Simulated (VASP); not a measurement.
# Si (Fd-3m) in VASP: Born charges and dielectric tensor with LDA

Aim: the Born charges and dielectric tensor of Si with LDA.

Program: VASP 6.6.1. These are calculated values, not measurements. Logs are shortened: lines on timing, memory, paths and dates and some standing lists are left out, and cuts for length are marked.

### Step 1. Starting point

It takes space group Fd-3m (No. 227, cubic). The conventional cell has a = 5.403 Å, b = 5.403 Å, c = 5.403 Å, α = 90.00°, β = 90.00°, γ = 90.00°. Around Si (site symmetry -43m) lie 4 Si at 2.34 Å.

### Step 2. Born charges and dielectric tensor, LDA

Input file INCAR:

```
PREC = Accurate ; ENCUT = 600
EDIFF = 1E-8 ; ISMEAR = 0
SIGMA = 0.02 ; LREAL = F
LASPH = T ; NELM = 60
ALGO = Fast ; ISIF = 2
LWAVE = F ; LCHARG = F
GGA = CA ; LEPSILON = T
IBRION = 8 ; NSW = 1
```

Input file KPOINTS:

```
Automatic mesh
0
Gamma
  14 14 14
```

Input file POSCAR:

```
Si
1.0
    0.0000000000      2.7015100000      2.7015100000
    2.7015100000      0.0000000000      2.7015100000
    2.7015100000      2.7015100000      0.0000000000
Si
2
Direct
    0.5000000000      0.5000000000      0.5000000000
    0.7500000000      0.7500000000      0.7500000000
```

Potentials or basis: VASP PAW LDA potentials, release 64 (Si).

On the command line:

```bash
$ cat potpaw_LDA.64/Si/POTCAR > POTCAR
$ mpirun -np 1 vasp_std > vasp.out
```

OUTCAR:

```text
PREC = Accurate
   ENCUT = 600
   EDIFF = 1E-8
   ISMEAR = 0
   LREAL = F
   LASPH = T
   NELM = 60
   ISIF = 2
   GGA = CA
   LEPSILON = T
   IBRION = 8
   NSW = 1

 ion  position               nearest neighbor table
   1  0.500  0.500  0.500-   2 2.34   2 2.34   2 2.34   2 2.34
   2  0.750  0.750  0.750-   1 2.34   1 2.34   1 2.34   1 2.34

  LATTYP: Found a face centered cubic cell.
 ALAT       =     5.4030200000

  Lattice vectors:

 A1 = (   0.0000000000,   2.7015100000,   2.7015100000)
 A2 = (   2.7015100000,   0.0000000000,   2.7015100000)
 A3 = (   2.7015100000,   2.7015100000,   0.0000000000)

Analysis of symmetry for initial positions (statically):
=====================================================================
 Subroutine PRICEL returns:
 Original cell was already a primitive cell.

 Routine SETGRP: Setting up the symmetry group for a
 face centered cubic supercell.

 Subroutine GETGRP returns: Found 48 space group operations
 (whereof 24 operations were pure point group operations)
 out of a pool of 48 trial point group operations.

The static configuration has the point symmetry T_d .
 The point group associated with its full space group is O_h .

Analysis of symmetry for dynamics (positions and initial velocities):
=====================================================================
 Subroutine PRICEL returns:
 Original cell was already a primitive cell.

 Routine SETGRP: Setting up the symmetry group for a
 face centered cubic supercell.

 Subroutine GETGRP returns: Found 48 space group operations
 (whereof 24 operations were pure point group operations)
 out of a pool of 48 trial point group operations.

The dynamic configuration has the point symmetry T_d .
 The point group associated with its full space group is O_h .

 Subroutine INISYM returns: Found 48 space group operations
 (whereof 24 operations are pure point group operations),
 and found     1 'primitive' translations

[... 491 lines left out ...]
    -0.00519  0.00000  0.00000
     0.00000  0.00321  9.63829
     0.00000  9.63829  0.00321

 MACROSCOPIC STATIC DIELECTRIC TENSOR (including local field effects in DFT)
 ------------------------------------------------------
          13.332047    -0.000000     0.000000
           0.000000    13.332047     0.000000
          -0.000000    -0.000000    13.332047
 ------------------------------------------------------

 PIEZOELECTRIC TENSOR (including local field effects)  for field in x, y, z        (e  Angst)
          XX          YY          ZZ          XY          YZ          ZX
  --------------------------------------------------------------------------------
  x     0.00000     0.00000     0.00000     0.00000     0.00000     0.00000
  y     0.00000     0.00000     0.00000     0.00000     0.00000     0.00000
  z     0.00000     0.00000    -0.00000     0.00000     0.00000     0.00000

 PIEZOELECTRIC TENSOR (including local field effects)  for field in x, y, z        (C/m^2)
          XX          YY          ZZ          XY          YZ          ZX
  --------------------------------------------------------------------------------
  x     0.00000     0.00000     0.00000     0.00000     0.00000     0.00000
  y     0.00000     0.00000     0.00000     0.00000     0.00000     0.00000
  z     0.00000     0.00000    -0.00000     0.00000     0.00000     0.00000

 BORN EFFECTIVE CHARGES (including local field effects) (in |e|, cummulative output)
 ---------------------------------------------------------------------------------
 ion    1
    1     0.00000     0.00000     0.00000
    2     0.00000    -0.00000     0.00000
    3     0.00000    -0.00000     0.00000
 ion    2
    1    -0.00000    -0.00000    -0.00000
    2    -0.00000     0.00000    -0.00000
    3     0.00000     0.00000    -0.00000

 INTERNAL STRAIN TENSOR FOR ION    2 for displacements in x,y,z  (eV/Angst):
          X           Y           Z          XY          YZ          ZX
  --------------------------------------------------------------------------------
  x     0.00000    -0.00000    -0.00000     0.00000    -9.63829     0.00000
  y    -0.00000    -0.00000    -0.00000     0.00000     0.00000    -9.63829
  z    -0.00000    -0.00000     0.00000    -9.63829     0.00000     0.00000

 SECOND DERIVATIVES (NOT SYMMETRIZED)
 ------------------------------------
               1X          1Y          1Z          2X          2Y          2Z
  1X   -13.571771    0.000000    0.000000   13.571771    0.000000    0.000000
  1Y     0.000000  -13.571771    0.000000    0.000000   13.571771    0.000000
  1Z     0.000000    0.000000  -13.571771    0.000000    0.000000   13.571771
  2X    13.571771    0.000000    0.000000  -13.571771    0.000000    0.000000
  2Y     0.000000   13.571771    0.000000    0.000000  -13.571771    0.000000
  2Z     0.000000    0.000000   13.571771    0.000000    0.000000  -13.571771

 Eigenvectors and eigenvalues of the dynamical matrix
 ----------------------------------------------------

   1 f  =   15.369041 THz    96.566535 2PiTHz  512.656036 cm-1    63.561219 meV
             X         Y         Z           dx          dy          dz
      2.701510  2.701510  2.701510     0.000000   -0.707107    0.000000
      4.052265  4.052265  4.052265     0.000000    0.707107    0.000000
[... 21 lines left out ...]
   6 f  =    0.000000 THz     0.000000 2PiTHz    0.000000 cm-1     0.000000 meV
             X         Y         Z           dx          dy          dz
      2.701510  2.701510  2.701510     0.000000    0.000000    0.707107
      4.052265  4.052265  4.052265     0.000000    0.000000    0.707107

--------------------------------------------------------------------------------------------------------

 MACROSCOPIC STATIC DIELECTRIC TENSOR IONIC CONTRIBUTION
 ------------------------------------------------------
           0.000000     0.000000     0.000000
           0.000000     0.000000     0.000000
           0.000000     0.000000     0.000000
 ------------------------------------------------------

 ELASTIC MODULI CONTR FROM IONIC RELAXATION (kBar)
 Direction    XX          YY          ZZ          XY          YZ          ZX
 --------------------------------------------------------------------------------
 XX          -0.0000     -0.0000      0.0000     -0.0000      0.0000     -0.0000
 YY          -0.0000     -0.0000     -0.0000     -0.0000     -0.0000     -0.0000
 ZZ           0.0000     -0.0000     -0.0000      0.0000     -0.0000     -0.0000
 XY          -0.0000     -0.0000      0.0000   -278.1148      0.0000      0.0000
 YZ           0.0000     -0.0000     -0.0000      0.0000   -278.1148      0.0000
 ZX          -0.0000     -0.0000     -0.0000      0.0000      0.0000   -278.1148
 --------------------------------------------------------------------------------

 PIEZOELECTRIC TENSOR IONIC CONTR  for field in x, y, z        (C/m^2)
          XX          YY          ZZ          XY          YZ          ZX
  --------------------------------------------------------------------------------
  x    -0.00000     0.00000     0.00000     0.00000     0.00000     0.00000
  y    -0.00000    -0.00000    -0.00000     0.00000     0.00000    -0.00000
  z     0.00000     0.00000    -0.00000     0.00000     0.00000    -0.00000
```

OSZICAR:

```text
N       E                     dE             d eps       ncg     rms          rms(c)
DAV:   1     0.101091112260E+02    0.10109E+02   -0.38627E+03  1672   0.923E+02
[... 13 lines left out ...]
RMM:   6    -0.177422186472E-01   -0.13771E-05    0.96548E-07 11447   0.153E-03    0.119E-03
RMM:   7    -0.177419982415E-01    0.22041E-06    0.39011E-07 11592   0.440E-04    0.628E-05
RMM:   8    -0.177422867988E-01   -0.28856E-06    0.53737E-08 11882   0.863E-05    0.264E-05
RMM:   9    -0.177422593171E-01    0.27482E-07    0.46629E-09 12097   0.280E-05    0.525E-06
RMM:  10    -0.177422883478E-01   -0.29031E-07    0.13734E-08 12301   0.133E-05    0.231E-06
RMM:  11    -0.177422748181E-01    0.13530E-07    0.16738E-08 11601   0.889E-06    0.333E-07
RMM:  12    -0.177422775901E-01   -0.27720E-08   -0.14117E-10  9331   0.721E-06    0.162E-07
 Linear response finished
```

Wall time 5.6 min (1 thread of Intel Xeon Platinum 8259CL at 2.50GHz (Skylake/Cascade Lake), shared host); peak memory 0.47 GiB.

What came out:

* Band gap on the k mesh: 0.44 eV, indirect (least direct gap 2.53 eV)
* Electronic dielectric tensor (diagonal): 13.33
* Born charges (mean of the diagonal): Si +0.00 e
* Highest phonon frequency at Γ: 513 cm⁻¹

Phonon frequencies in cm⁻¹ (negative: imaginary):
```csv
q point,frequencies
"(0.000, 0.000, 0.000)",0 0 0 513 513 513
```

Electronic dielectric tensor:
```
13.33  0.00  0.00
 0.00 13.33  0.00
 0.00  0.00 13.33
```

Born effective charge tensors (e):
atom 1, Si
```
0.00 0.00 0.00
0.00 0.00 0.00
0.00 0.00 0.00
```
atom 2, Si
```
0.00 0.00 0.00
0.00 0.00 0.00
0.00 0.00 0.00
```

Caveat: the gap is small at this level, which inflates the dielectric constant. Expect the measured gap to be larger: semilocal functionals such as LDA lack the derivative discontinuity.
